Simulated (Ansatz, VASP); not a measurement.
One calculation of Ta, two programs

The input INCAR:

```
SYSTEM = Ta
  PREC = Accurate
  ENCUT = 520
  EDIFF = 1E-7
  ISMEAR = 0
  SIGMA = 0.1
  LREAL = .FALSE.
  LASPH = .TRUE.
  NELM = 60
  ALGO = Fast
  ISIF = 2
  LWAVE = .FALSE.
  LCHARG = .FALSE.
  GGA = PE
  NBANDS = 12
```

KPOINTS

```
regular mesh
0
G
  18 18 18
  0 0 0
```

Contents of POSCAR:

```
Ta
1.0
   -1.6255201148      1.6255201148      1.6255201148
    1.6255201148     -1.6255201148      1.6255201148
    1.6255201148      1.6255201148     -1.6255201148
Ta
1
Direct
    0.0000000000      0.0000000000      0.0000000000
```

Input for Ansatz:

```yaml
crystal:
  lattice:
    - [-1.6255201148, 1.6255201148, 1.6255201148]
    - [1.6255201148, -1.6255201148, 1.6255201148]
    - [1.6255201148, 1.6255201148, -1.6255201148]
  atoms:
    - { symbol: Ta, position: [0.0, 0.0, 0.0] }
basis:
  ecutwfc: 420
kpoints:
  mp_grid: { grid: [18, 18, 18] }
hamiltonian:
  xc: pbe
scf:
  occupations: { method: gaussian, width: 0.1 }
output:
  forces: true
  stress: true
  eigenvalues: true
```

Alike in both runs: task single point; functional PBE; k mesh 18 × 18 × 18; occupations gaussian, width 0.1 eV; no spin polarisation.

|  | VASP | Ansatz |
| --- | --- | --- |
| version | VASP 6.6.1 | Ansatz 0.2.0 |
| potentials or method | VASP PAW PBE potentials, release 64 (Ta_pv) | scalar-relativistic, plane waves, PAW |
| plane-wave cutoff (eV) | 520 | 420 |
| valence electrons in the cell | 11 | 13 |

```csv
,VASP,Ansatz,Ansatz less VASP
gap on the k mesh at the Fermi level (eV),none,none,-
pressure (GPa),13.7,13.5,-0.25
```

A gap of «none» marks a metal or a gap that the smearing closes. The two sets of potentials don't hold the same shells in valence.

Spin-orbit coupling is left out, which matters for the levels of Ta.
